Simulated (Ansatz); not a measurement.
**Molybdenum, omega (AlB2-type) under RPBE: from relaxation to bulk modulus**

Aim: take molybdenum in the omega (AlB2-type) structure, relax it, solve it on a dense k-mesh, then scale the cell to 7 volumes from 88 to 112 % of the relaxed one and try a fit of the equation of state. Spin polarisation is left out. The k-meshes are 8×8×11 for the relaxation; 10×10×16 for the dense run; 9×9×14 for the volumes.

Method: DFT RPBE, plane waves (420 eV) with PAW, scalar-relativistic; PBE-made PAW files, in Ansatz 0.2.0.

### Step 1. The structure to begin with

It takes space group P6/mmm (No. 191, hexagonal). The conventional cell has a = 4.449 Å, b = 4.449 Å, c = 2.728 Å, α = 90.00°, β = 90.00°, γ = 120.00°. Mo (site symmetry 6/mmm) has 14 Mo at 2.73 to 2.91 Å as nearest neighbours. Mo (site symmetry -6m2) has 11 Mo at 2.57 to 2.91 Å as nearest neighbours.

As a file:

```cif
data_structure
_symmetry_space_group_name_H-M 'P6/mmm'
_symmetry_Int_Tables_number 191
_cell_length_a 4.4494
_cell_length_b 4.4494
_cell_length_c 2.7275
_cell_angle_alpha 90.000
_cell_angle_beta 90.000
_cell_angle_gamma 120.000
_cell_volume 46.76
loop_
_atom_site_label
_atom_site_type_symbol
_atom_site_symmetry_multiplicity
_atom_site_Wyckoff_symbol
_atom_site_fract_x
_atom_site_fract_y
_atom_site_fract_z
_atom_site_occupancy
Mo1 Mo 1 a 0.00000 0.00000 0.00000 1
Mo2 Mo 2 d 0.33333 0.66667 0.50000 1
```

### Step 2. Relaxation of the cell

Contents of input.yaml:

```yaml
crystal:
  lattice:
    - [4.4494349246, 0.0, 0.0]
    - [-2.2247174623, 3.8533236772, 0.0]
    - [0.0, 0.0, 2.7275036088]
  atoms:
    - { symbol: Mo, position: [0.0, 0.0, 0.0] }
    - { symbol: Mo, position: [0.3333333333, 0.6666666667, 0.5] }
    - { symbol: Mo, position: [0.6666666667, 0.3333333333, 0.5] }
hamiltonian:
  xc: rpbe
  pseudopotentials:
    kind: paw
    azcp:
      Mo: "pseudopotentials/Mo.paw.azcp"
basis:
  ecutwfc: 420
  fft_grid_basis: typed
kpoints:
  mp_grid: { grid: [8, 8, 11], shift: [0, 0, 0] }
magnetization:
  spin_polarized: false
scf:
  occupations: { method: fermi_dirac, width: 0.1 }
relax:
  max_steps: 60
  f_tol: 0.01
  cell: {}
```

Command:

```console
ansatz run input.yaml --threads 2 --pin off --max-ram 5120MiB --backend cpu --events-out ev --progress --plain --runs-dir out
```

The log of the run:

```text
Warning: RAYON_NUM_THREADS=2 ignored (pool sized by the plan → 2); use --threads N
Engine: ansatz 0.2.0, aarch64-unknown-linux-gnu
Pseudopotentials: kind: paw
Pseudopotential: Mo, paw, valence charge 14, recommended cutoff 420 eV (normal), <dir>
Functional definition: RPBE
  parameter kappa = 0.804
  parameter beta = 0.06672455060314922
  exchange = rpbe_x(kappa = kappa, mu = beta*pi^2/3)
  correlation = pbe_c(beta = beta)
Crystal: 3 atoms, lattice volume = 46.763 Å³
Basis set: ecut = 420 eV, 939 PW (Γ), exchange–correlation on 60×60×40 points (8 copies of the dense FFT grid, shifted against one another)
Bands: 26, of which v1, the nominal top of the filled ones, is band 21 counted from 1 (20 counted from 0)
Symmetry: 24 space group operations
Space group: P6/mmm (ITA 191), of the structure as read, at distance tolerance 3.6e-5 Å
k-points: 60 of 704
Non-local potential: Mo, projectors of the file, l = 0: 3, l = 1: 2, l = 2: 2, l = 3: 1
PAW form: soft (Blöchl's): semilocal exchange-correlation on the pseudo side does not see the compensation charge
PAW frozen core: Mo, regenerated for the run's functional, and the local potential with it (the file was generated under x = pbe(κ = 0.804, μ = 0.2195149727645171), c = pbe(β = 0.06672455060314922))
PAW one-centre angular grid: Mo, 590 points (default); XC on 64 Gauss nodes
Initial density: superposition of atomic densities (neutral atoms: chi_scale 0, normalization atom), corrected by the library's trained network
Initial wavefunctions: pseudopotential atomic-orbital guess
Functional: x = rpbe, c = pbe(β = 0.06672455060314922)
SCF iter   1: F=—  HF=-14887.553925 eV  |F-HF|=—  |Δ(HF+E_count)|=         —  Δρ=1.06e-2  dr2=4.95e-2  ethr=1.77e-3  ⟨swp⟩=5.0  Hψ=6129  notcnv=0
preconditioner: auto → none  [metal: Δε(μ)=0.016 eV  Ē_g=4.186 eV  σ=0.100 eV  W_gap=0.04  n_scr=8 (ndim 8)  ℏωp=23.0 eV  f_vac=0.000  D(μ)=5.35/eV (n_scr^D=68)  sad-step TF]
SCF iter   2: F=—  HF=-14887.547800 eV  |F-HF|=—  |Δ(HF+E_count)|=   6.13e-3  Δρ=6.51e-3  dr2=2.47e-2  ethr=1.18e-4  ⟨swp⟩=1.1  Hψ=2044  notcnv=0
SCF iter   3: F=—  HF=-14887.544039 eV  |F-HF|=—  |Δ(HF+E_count)|=   3.76e-3  Δρ=7.51e-4  dr2=2.22e-4  ethr=5.88e-5  ⟨swp⟩=2.3  Hψ=2060  notcnv=0
SCF iter   4: F=—  HF=-14887.544002 eV  |F-HF|=—  |Δ(HF+E_count)|=   3.69e-5  Δρ=2.52e-4  dr2=3.44e-5  ethr=5.29e-7  ⟨swp⟩=2.5  Hψ=2805  notcnv=0
SCF iter   5: F=—  HF=-14887.544000 eV  |F-HF|=—  |Δ(HF+E_count)|=   1.48e-6  Δρ=6.50e-5  dr2=1.99e-6  ethr=8.20e-8  ⟨swp⟩=2.2  Hψ=2267  notcnv=0
SCF iter   6: F=-14887.544000 eV  HF=-14887.544000 eV  |F-HF|=5.00e-9  |Δ(HF+E_count)|=   1.10e-7  Δρ=1.17e-5  dr2=2.83e-8  ethr=2.38e-10  ⟨swp⟩=3.0  Hψ=6392  notcnv=0
SCF 1 converged in 6 iterations: F = -14887.544000 eV  dr2 = 2.83e-8
relax step   1: F+E_penalty+E_count = -14887.54399997 eV  Δ(F+E_penalty+E_count) = +0.000e0 eV  max|allowed force component| = 2.529e-16 eV/Å  Δτ_max = 0.0000 Å  P = +11.700 GPa  Ω = 46.763 Å³  (6 SCF iters, dr2 threshold 1.00e-7 eV, accepted)
Crystal: 3 atoms, lattice volume = 50.720 Å³
Basis set: ecut = 420 eV, 999 PW (Γ), exchange–correlation on 60×60×40 points (8 copies of the dense FFT grid, shifted against one another)
Initial density: handed on by an earlier stage of this run
Initial wavefunctions: those handed on with the density
iter 1 solved again at ethr=3.58e-5 eV; its pass at ethr=3.10e-3 eV (dr2=1.50e-2 eV) is discarded
SCF iter   1: F=—  HF=-14887.828866 eV  |F-HF|=—  |Δ(HF+E_count)|=         —  Δρ=7.48e-3  dr2=1.51e-2  ethr=3.58e-5  ⟨swp⟩=1.2  Hψ=9573  notcnv=0
preconditioner: auto → none  [metal: Δε(μ)=0.001 eV  Ē_g=3.874 eV  σ=0.100 eV  W_gap=0.00  n_scr=8 (ndim 8)  ℏωp=22.1 eV  f_vac=0.000  D(μ)=4.94/eV (n_scr^D=68)]
SCF iter   2: F=—  HF=-14887.828173 eV  |F-HF|=—  |Δ(HF+E_count)|=   6.93e-4  Δρ=3.42e-3  dr2=2.13e-3  ethr=3.58e-5  ⟨swp⟩=1.1  Hψ=1565  notcnv=0
SCF iter   3: F=—  HF=-14887.828570 eV  |F-HF|=—  |Δ(HF+E_count)|=   3.97e-4  Δρ=5.51e-4  dr2=6.40e-5  ethr=5.07e-6  ⟨swp⟩=1.0  Hψ=1560  notcnv=0
SCF iter   4: F=—  HF=-14887.828570 eV  |F-HF|=—  |Δ(HF+E_count)|=   2.49e-7  Δρ=7.90e-5  dr2=2.24e-6  ethr=1.52e-7  ⟨swp⟩=2.0  Hψ=2528  notcnv=0
iter 5 did not close the SCF: its close was put off for the readings that it lacked (scf_convergence_deferred on its scf_iter line)
SCF iter   5: F=-14887.828570 eV  HF=-14887.828570 eV  |F-HF|=3.92e-8  |Δ(HF+E_count)|=   2.14e-8  Δρ=2.53e-5  dr2=9.94e-8  ethr=5.33e-9  ⟨swp⟩=2.0  Hψ=2744  notcnv=0
SCF iter   6: F=-14887.828570 eV  HF=-14887.828570 eV  |F-HF|=1.80e-9  |Δ(HF+E_count)|=   6.50e-8  Δρ=3.56e-6  dr2=3.43e-9  ethr=2.37e-10  ⟨swp⟩=1.8  Hψ=4922  notcnv=0
SCF 2 converged in 6 iterations: F = -14887.828570 eV  dr2 = 3.43e-9
relax step   2: F+E_penalty+E_count = -14887.82856961 eV  Δ(F+E_penalty+E_count) = -2.846e-1 eV  max|allowed force component| = 3.701e-16 eV/Å  Δτ_max = 0.0000 Å  P = -7.296 GPa  Ω = 50.720 Å³  energy of the carried Pulay correction = -1.498e-3 eV  (6 SCF iters, dr2 threshold 3.00e-7 eV, accepted)
Crystal: 3 atoms, lattice volume = 50.300 Å³
Basis set: ecut = 420 eV, 975 PW (Γ), exchange–correlation on 60×60×40 points (8 copies of the dense FFT grid, shifted against one another)
iter 1 solved again at ethr=5.76e-6 eV; its pass at ethr=3.10e-3 eV (dr2=2.42e-3 eV) is discarded
SCF iter   1: F=—  HF=-14887.919681 eV  |F-HF|=—  |Δ(HF+E_count)|=         —  Δρ=2.74e-3  dr2=2.93e-3  ethr=5.76e-6  ⟨swp⟩=2.5  Hψ=9469  notcnv=0
preconditioner: auto → none  [metal: Δε(μ)=0.008 eV  Ē_g=3.954 eV  σ=0.100 eV  W_gap=0.02  n_scr=8 (ndim 8)  ℏωp=22.2 eV  f_vac=0.000  D(μ)=4.61/eV (n_scr^D=56)]
SCF iter   2: F=—  HF=-14887.919134 eV  |F-HF|=—  |Δ(HF+E_count)|=   5.48e-4  Δρ=1.02e-3  dr2=2.14e-4  ethr=5.76e-6  ⟨swp⟩=2.7  Hψ=2598  notcnv=0
SCF iter   3: F=—  HF=-14887.919174 eV  |F-HF|=—  |Δ(HF+E_count)|=   4.03e-5  Δρ=2.84e-4  dr2=1.22e-5  ethr=5.10e-7  ⟨swp⟩=2.0  Hψ=2347  notcnv=0
SCF iter   4: F=—  HF=-14887.919185 eV  |F-HF|=—  |Δ(HF+E_count)|=   1.06e-5  Δρ=3.65e-5  dr2=4.06e-7  ethr=2.91e-8  ⟨swp⟩=2.7  Hψ=2593  notcnv=0
iter 5 did not close the SCF: its close was put off for the readings that it lacked (scf_convergence_deferred on its scf_iter line)
SCF iter   5: F=-14887.919185 eV  HF=-14887.919185 eV  |F-HF|=7.45e-9  |Δ(HF+E_count)|=   2.14e-8  Δρ=1.17e-5  dr2=2.06e-8  ethr=9.66e-10  ⟨swp⟩=2.3  Hψ=2469  notcnv=0
SCF iter   6: F=-14887.919185 eV  HF=-14887.919185 eV  |F-HF|=1.49e-10  |Δ(HF+E_count)|=   1.07e-8  Δρ=1.34e-6  dr2=2.27e-10  ethr=4.90e-11  ⟨swp⟩=1.1  Hψ=4912  notcnv=0
SCF 3 converged in 6 iterations: F = -14887.919185 eV  dr2 = 2.27e-10
relax step   3: F+E_penalty+E_count = -14887.91918474 eV  Δ(F+E_penalty+E_count) = -9.062e-2 eV  max|allowed force component| = 4.441e-16 eV/Å  Δτ_max = 0.0000 Å  P = -5.478 GPa  Ω = 50.300 Å³  energy of the carried Pulay correction = -1.352e-3 eV  (6 SCF iters, dr2 threshold 3.00e-7 eV, accepted)
Crystal: 3 atoms, lattice volume = 49.023 Å³
Basis set: ecut = 420 eV, 951 PW (Γ), exchange–correlation on 60×60×40 points (8 copies of the dense FFT grid, shifted against one another)
iter 1 solved again at ethr=3.40e-6 eV; its pass at ethr=3.10e-3 eV (dr2=1.43e-3 eV) is discarded
SCF iter   1: F=—  HF=-14887.946064 eV  |F-HF|=—  |Δ(HF+E_count)|=         —  Δρ=1.99e-3  dr2=1.71e-3  ethr=3.40e-6  ⟨swp⟩=2.0  Hψ=9222  notcnv=0
preconditioner: auto → none  [metal: Δε(μ)=0.009 eV  Ē_g=4.100 eV  σ=0.100 eV  W_gap=0.02  n_scr=8 (ndim 8)  ℏωp=22.5 eV  f_vac=0.000  D(μ)=4.42/eV (n_scr^D=56)]
SCF iter   2: F=—  HF=-14887.946059 eV  |F-HF|=—  |Δ(HF+E_count)|=   4.94e-6  Δρ=8.43e-4  dr2=1.87e-4  ethr=3.40e-6  ⟨swp⟩=1.4  Hψ=1607  notcnv=0
SCF iter   3: F=—  HF=-14887.946117 eV  |F-HF|=—  |Δ(HF+E_count)|=   5.76e-5  Δρ=1.68e-4  dr2=4.90e-6  ethr=4.44e-7  ⟨swp⟩=1.3  Hψ=1602  notcnv=0
iter 4 did not close the SCF: its close was put off for the readings that it lacked (scf_convergence_deferred on its scf_iter line)
SCF iter   4: F=-14887.946121 eV  HF=-14887.946121 eV  |F-HF|=3.37e-9  |Δ(HF+E_count)|=   4.68e-6  Δρ=1.84e-5  dr2=6.67e-8  ethr=1.17e-8  ⟨swp⟩=2.7  Hψ=2782  notcnv=0
iter 5 did not close the SCF: its close was put off for the readings that it lacked (scf_convergence_deferred on its scf_iter line)
SCF iter   5: F=-14887.946121 eV  HF=-14887.946121 eV  |F-HF|=9.02e-10  |Δ(HF+E_count)|=   2.20e-8  Δρ=4.19e-6  dr2=3.75e-9  ethr=1.59e-10  ⟨swp⟩=2.2  Hψ=2790  notcnv=0
SCF iter   6: F=-14887.946121 eV  HF=-14887.946121 eV  |F-HF|=7.09e-11  |Δ(HF+E_count)|=  5.64e-10  Δρ=6.71e-7  dr2=1.44e-10  ethr=8.94e-12  ⟨swp⟩=1.1  Hψ=5011  notcnv=0
SCF 4 converged in 6 iterations: F = -14887.946121 eV  dr2 = 1.44e-10
relax step   4: F+E_penalty+E_count = -14887.94612146 eV  Δ(F+E_penalty+E_count) = -2.694e-2 eV  max|allowed force component| = 7.401e-17 eV/Å  Δτ_max = 0.0000 Å  P = +0.341 GPa  Ω = 49.023 Å³  energy of the carried Pulay correction = -8.850e-4 eV  (6 SCF iters, dr2 threshold 3.00e-7 eV, accepted)
Crystal: 3 atoms, lattice volume = 49.091 Å³
iter 1 solved again at ethr=1.19e-7 eV; its pass at ethr=3.10e-3 eV (dr2=4.98e-5 eV) is discarded
SCF iter   1: F=—  HF=-14887.947298 eV  |F-HF|=—  |Δ(HF+E_count)|=         —  Δρ=4.34e-4  dr2=7.90e-5  ethr=1.19e-7  ⟨swp⟩=3.0  Hψ=9144  notcnv=0
preconditioner: auto → none  [metal: Δε(μ)=0.013 eV  Ē_g=4.086 eV  σ=0.100 eV  W_gap=0.03  n_scr=8 (ndim 8)  ℏωp=22.5 eV  f_vac=0.000  D(μ)=4.45/eV (n_scr^D=56)]
SCF iter   2: F=—  HF=-14887.947272 eV  |F-HF|=—  |Δ(HF+E_count)|=   2.64e-5  Δρ=1.57e-4  dr2=6.02e-6  ethr=1.19e-7  ⟨swp⟩=2.5  Hψ=2523  notcnv=0
iter 3 did not close the SCF: its close was put off for the readings that it lacked (scf_convergence_deferred on its scf_iter line)
SCF iter   3: F=-14887.947273 eV  HF=-14887.947273 eV  |F-HF|=1.93e-7  |Δ(HF+E_count)|=   1.28e-6  Δρ=4.19e-5  dr2=2.25e-7  ethr=1.43e-8  ⟨swp⟩=1.8  Hψ=2010  notcnv=0
iter 4 did not close the SCF: its close was put off for the readings that it lacked (scf_convergence_deferred on its scf_iter line)
SCF iter   4: F=-14887.947273 eV  HF=-14887.947273 eV  |F-HF|=1.67e-10  |Δ(HF+E_count)|=   2.25e-7  Δρ=5.50e-6  dr2=6.36e-9  ethr=5.36e-10  ⟨swp⟩=2.8  Hψ=2862  notcnv=0
iter 5 did not close the SCF: its close was put off for the readings that it lacked (scf_convergence_deferred on its scf_iter line)
SCF iter   5: F=-14887.947273 eV  HF=-14887.947273 eV  |F-HF|=1.07e-10  |Δ(HF+E_count)|=   2.46e-9  Δρ=1.34e-6  dr2=2.71e-10  ethr=1.51e-11  ⟨swp⟩=2.2  Hψ=2734  notcnv=0
SCF iter   6: F=-14887.947273 eV  HF=-14887.947273 eV  |F-HF|=5.46e-12  |Δ(HF+E_count)|=  1.53e-10  Δρ=1.71e-7  dr2=6.00e-12  ethr=1.00e-12  ⟨swp⟩=1.0  Hψ=4302  notcnv=0
SCF 5 converged in 6 iterations: F = -14887.947273 eV  dr2 = 6.00e-12
relax step   5: F+E_penalty+E_count = -14887.94727335 eV  Δ(F+E_penalty+E_count) = -1.152e-3 eV  max|allowed force component| = 1.511e-16 eV/Å  Δτ_max = 0.0000 Å  P = -0.072 GPa  Ω = 49.091 Å³  energy of the carried Pulay correction = -9.096e-4 eV  (6 SCF iters, dr2 threshold 3.00e-7 eV, accepted)
Crystal: 3 atoms, lattice volume = 49.071 Å³
iter 1 solved again at ethr=9.60e-10 eV; its pass at ethr=3.10e-3 eV (dr2=4.03e-7 eV) is discarded
SCF iter   1: F=—  HF=-14887.947302 eV  |F-HF|=—  |Δ(HF+E_count)|=         —  Δρ=4.05e-5  dr2=6.31e-7  ethr=9.60e-10  ⟨swp⟩=3.1  Hψ=9089  notcnv=0
preconditioner: auto → none  [metal: Δε(μ)=0.014 eV  Ē_g=4.087 eV  σ=0.100 eV  W_gap=0.04  n_scr=8 (ndim 8)  ℏωp=22.5 eV  f_vac=0.000  D(μ)=4.45/eV (n_scr^D=56)]
SCF iter   2: F=—  HF=-14887.947289 eV  |F-HF|=—  |Δ(HF+E_count)|=   1.26e-5  Δρ=1.63e-5  dr2=5.48e-8  ethr=9.60e-10  ⟨swp⟩=2.5  Hψ=2472  notcnv=0
iter 3 did not close the SCF: its close was put off for the readings that it lacked (scf_convergence_deferred on its scf_iter line)
SCF iter   3: F=-14887.947289 eV  HF=-14887.947289 eV  |F-HF|=2.18e-9  |Δ(HF+E_count)|=   1.89e-8  Δρ=4.37e-6  dr2=3.30e-9  ethr=1.31e-10  ⟨swp⟩=1.6  Hψ=2106  notcnv=0
iter 4 did not close the SCF: its close was put off for the readings that it lacked (scf_convergence_deferred on its scf_iter line)
SCF iter   4: F=-14887.947289 eV  HF=-14887.947289 eV  |F-HF|=1.27e-11  |Δ(HF+E_count)|=   2.44e-9  Δρ=5.93e-7  dr2=6.97e-11  ethr=7.85e-12  ⟨swp⟩=2.8  Hψ=2717  notcnv=0
iter 5 did not close the SCF: its close was put off for the readings that it lacked (scf_convergence_deferred on its scf_iter line)
SCF iter   5: F=-14887.947289 eV  HF=-14887.947289 eV  |F-HF|=0.00e0  |Δ(HF+E_count)|=  1.09e-11  Δρ=1.59e-7  dr2=3.60e-12  ethr=1.00e-12  ⟨swp⟩=1.2  Hψ=1818  notcnv=0
SCF iter   6: F=-14887.947289 eV  HF=-14887.947289 eV  |F-HF|=3.64e-12  |Δ(HF+E_count)|=    0.00e0  Δρ=2.05e-8  dr2=8.63e-14  ethr=1.00e-12  ⟨swp⟩=1.0  Hψ=3360  notcnv=0
SCF 6 converged in 6 iterations: F = -14887.947289 eV  dr2 = 8.63e-14
relax step   6: F+E_penalty+E_count = -14887.94728929 eV  Δ(F+E_penalty+E_count) = -1.594e-5 eV  max|allowed force component| = 8.018e-17 eV/Å  Δτ_max = 0.0000 Å  P = +0.017 GPa  Ω = 49.071 Å³  energy of the carried Pulay correction = -9.018e-4 eV  (6 SCF iters, dr2 threshold 3.12e-8 eV, accepted)
Basis set: ecut = 420 eV, 951 PW (Γ), exchange–correlation on 64×64×36 points (8 copies of the dense FFT grid, shifted against one another)
Initial wavefunctions: pseudopotential atomic-orbital guess (no wavefunctions were taken with the density)
iter 1 solved again at ethr=3.26e-8 eV; its pass at ethr=3.10e-3 eV (dr2=1.37e-5 eV) is discarded
SCF iter   1: F=—  HF=-14887.947945 eV  |F-HF|=—  |Δ(HF+E_count)|=         —  Δρ=2.77e-4  dr2=3.98e-6  ethr=3.26e-8  ⟨swp⟩=3.2  Hψ=10263  notcnv=0
preconditioner: auto → none  [metal: Δε(μ)=0.015 eV  Ē_g=4.087 eV  σ=0.100 eV  W_gap=0.04  n_scr=8 (ndim 8)  ℏωp=22.5 eV  f_vac=0.000  D(μ)=4.45/eV (n_scr^D=56)]
SCF iter   2: F=—  HF=-14887.947987 eV  |F-HF|=—  |Δ(HF+E_count)|=   4.14e-5  Δρ=1.32e-4  dr2=7.66e-7  ethr=9.48e-9  ⟨swp⟩=2.0  Hψ=2803  notcnv=0
SCF iter   3: F=—  HF=-14887.947994 eV  |F-HF|=—  |Δ(HF+E_count)|=   7.33e-6  Δρ=1.61e-5  dr2=1.93e-8  ethr=1.82e-9  ⟨swp⟩=2.8  Hψ=2789  notcnv=0
SCF iter   4: F=—  HF=-14887.947994 eV  |F-HF|=—  |Δ(HF+E_count)|=   1.10e-7  Δρ=2.85e-6  dr2=9.08e-10  ethr=4.60e-11  ⟨swp⟩=2.8  Hψ=3028  notcnv=0
SCF iter   5: F=—  HF=-14887.947994 eV  |F-HF|=—  |Δ(HF+E_count)|=   2.03e-9  Δρ=5.08e-7  dr2=1.04e-10  ethr=2.16e-12  ⟨swp⟩=2.0  Hψ=2519  notcnv=0
SCF iter   6: F=-14887.947994 eV  HF=-14887.947994 eV  |F-HF|=3.64e-12  |Δ(HF+E_count)|=  3.09e-11  Δρ=7.00e-8  dr2=5.59e-13  ethr=1.00e-12  ⟨swp⟩=5.0  Hψ=6690  notcnv=0
SCF 7 converged in 6 iterations: F = -14887.947994 eV  dr2 = 5.59e-13
relax step   7: F+E_penalty+E_count = -14887.94799414 eV  Δ(F+E_penalty+E_count) = -7.049e-4 eV  max|allowed force component| = 5.243e-17 eV/Å  Δτ_max = 0.0000 Å  P = +0.015 GPa  Ω = 49.071 Å³  stress off target by 1.93e-2 GPa  SCF on the basis re-selected at this cell (its energy is not comparable with the rows above)  (6 SCF iters)
basis re-selected at this cell: Δ(F+E_penalty+E_count) = -7.049e-4 eV, ΔP = -0.002 GPa vs the last step (what re-selecting the basis moved, of the pressure what is left beyond the Pulay correction that the steps carried, after the strain that the cell walked since its last selection, with what the two solves' SCF thresholds leave and, on support functions, any second-order correction that the steps lacked; it is no measure of the basis error at this ecutwfc). The dense FFT grid was sized anew with the basis: this SCF ran on 32×32×18 points, the steps before it on 30×30×20, so part of this shift can come from that change (see relax.cell in the input reference). This SCF's stress stands 1.93e-2 GPa from its target on what of the cell is left free (relax.cell.stress_tol is 5.00e-2 GPa) and its largest allowed force component is 5.24e-17 eV/Å (relax.f_tol is 1.00e-2 eV/Å): within both
SCF converged after 6 iterations
Free energy (F): -14887.947994 eV
Harris-Foulkes:  -14887.947994 eV  (|F-HF|=3.64e-12)
Internal energy: -14887.808351 eV  (E = F + TS)
E sigma→0 (E₀):  -14887.878173 eV
Entropy (-TS):   -0.139643 eV (-46.548 meV/atom)
Fermi energy:    19.898072 eV
--- Per-component energies (eV) ---
  E_band       = -202.654502
  E_kinetic    = 1321.262894
  E_local      = -2479.138811  (includes V_loc(G=0)·N_el)
  E_nonlocal   = 427.114808
  E_hartree    = 821.688584
  E_xc         = -549.820267
  E_vxc        = -685.272907  (∫ρ·V_xc dr)
  E_paw        = -9624.528356  (= ΣΔE_a)
  E_vpaw       = -429.997802  (= ΣTr[D̂ρ^β])
  E_aug_tail   = 0.000140  (compensation charges beyond the density's cutoff)
  E_ewald      = -4804.114096
  E_core_change = -0.273248  (= ΣΔE_core)
  E_smearing   = -0.139643  (= −TS)
  E_closure    = 0.000000  (closes the sum)
  Σ components = -14887.947994   (vs F -14887.947994, Δ=0.00e0)
--- Forces (eV/Å), atoms counted from 1 ---
  atom   1  Mo     0.00000000    -0.00000000     0.00000000
  atom   2  Mo    -0.00000000     0.00000000    -0.00000000
  atom   3  Mo     0.00000000     0.00000000     0.00000000
  max |Σ_I F_I| component: 3.70e-17 eV/Å
--- Stress (GPa, compression-positive) ---
        0.019330      -0.000000       0.000000
       -0.000000       0.019330       0.000000
       -0.000000       0.000000       0.007591
  P = ⅓ Tr σ = 0.0154 GPa (0.154 kbar)
--- Relaxed structure (6 steps of the walk, 6 accepted, 1 SCFs on fresh bases) ---
  F+E_penalty+E_count = -14887.94799414 eV   max|allowed force component| = 5.243e-17 eV/Å   (the final SCF, on the basis selected at the relaxed cell)
  cell:  # Å, volume = 49.0706 Å³
    - [4.690699348711874, -2.596570785767633e-33, 1.3224330228086316e-19]
    - [-2.345349674355937, 4.062264797499604, -6.612165114043393e-20]
    - [8.106514429865533e-20, -1.7496526442951126e-33, 2.575227497378445]
  atoms:
    - { symbol: Mo, position: [2.1453734463925614e-34, -9.996201231604697e-35, 0.0] }
    - { symbol: Mo, position: [0.3333333333333333, 0.6666666666666666, 0.5] }
    - { symbol: Mo, position: [0.6666666666666666, 0.3333333333333333, 0.5] }
```

Wall time 11 s (2 threads of Arm Neoverse V2, shared host); peak memory 0.35 GiB.

Relaxation path:

```csv
step,energy change (meV/atom),largest force (eV/Å),pressure (GPa),volume (Å³/atom)
1,0.00,0.0000,11.70,15.588
2,-94.86,0.0000,-7.30,16.907
3,-125.06,0.0000,-5.48,16.767
4,-134.04,0.0000,0.34,16.341
5,-134.42,0.0000,-0.07,16.364
6,-134.43,0.0000,0.02,16.357
7,-134.66,0.0000,0.02,16.357
```

Steps that repeat a cell are solved on a basis chosen anew, so their changes of energy are no gain of the relaxation.

Changes in the cell that was computed:

|  | before | after | change |
| --- | --- | --- | --- |
| a (Å) | 4.449 | 4.691 | +5.4 % |
| b (Å) | 4.449 | 4.691 | +5.4 % |
| c (Å) | 2.728 | 2.575 | -5.6 % |
| volume (Å³/atom) | 15.588 | 16.357 | +4.9 % |
| shortest distance (Å) | 2.569 | 2.575 | +0.2 % |
| space group (spins left aside) | P6/mmm | P6/mmm | same |

### Step 3. Dense single point

Contents of input.yaml:

```yaml
crystal:
  lattice:
    - [4.6906993487, 0.0, 0.0]
    - [-2.3453496744, 4.0622647975, 0.0]
    - [0.0, 0.0, 2.5752274974]
  atoms:
    - { symbol: Mo, position: [0.0, 1.0, 0.0] }
    - { symbol: Mo, position: [0.3333333333, 0.6666666667, 0.5] }
    - { symbol: Mo, position: [0.6666666667, 0.3333333333, 0.5] }
hamiltonian:
  xc: rpbe
  pseudopotentials:
    kind: paw
    azcp:
      Mo: "pseudopotentials/Mo.paw.azcp"
basis:
  ecutwfc: 420
  fft_grid_basis: typed
kpoints:
  mp_grid: { grid: [10, 10, 16], shift: [0, 0, 0] }
magnetization:
  spin_polarized: false
scf:
  occupations: { method: fermi_dirac, width: 0.1 }
```

Command:

```console
ansatz run input.yaml --threads 2 --pin off --max-ram 5120MiB --backend cpu --events-out ev --progress --plain --runs-dir out
```

The log of the run, cut to the lines that bear on the results:

```text
Warning: RAYON_NUM_THREADS=2 ignored (pool sized by the plan → 2); use --threads N
[...]
[... 3 set-up lines as earlier in the session ...]
[...]
Crystal: 3 atoms, lattice volume = 49.071 Å³
Basis set: ecut = 420 eV, 951 PW (Γ)
Bands: 26, of which v1, the nominal top of the filled ones, is band 21 counted from 1 (20 counted from 0)
[... 1 set-up line as earlier in the session ...]
Space group: P6/mmm (ITA 191), of the structure as read, at distance tolerance 3.7e-5 Å
k-points: 126 of 1600
[...]
SCF iter   1: F=—  HF=-14887.965828 eV  |F-HF|=—  |Δ(HF+E_count)|=         —  Δρ=1.08e-2  dr2=1.22e-1  ethr=1.77e-3  ⟨swp⟩=5.0  Hψ=12988  notcnv=0
[...]
SCF iter   7: F=-14887.955101 eV  HF=-14887.955101 eV  |F-HF|=1.42e-10  |Δ(HF+E_count)|=   5.48e-9  Δρ=2.69e-6  dr2=1.52e-9  ethr=2.38e-10  ⟨swp⟩=2.0  Hψ=6443  notcnv=0
[...]
SCF converged after 7 iterations
Free energy (F): -14887.955101 eV
[...]
E sigma→0 (E₀):  -14887.892249 eV
Entropy (-TS):   -0.125704 eV (-41.901 meV/atom)
Fermi energy:    19.902991 eV
[...]
```

It took 2.8 s on 2 threads of Arm Neoverse V2, shared host; peak memory 0.37 GiB.

(Part 1 of 2 ends here.)
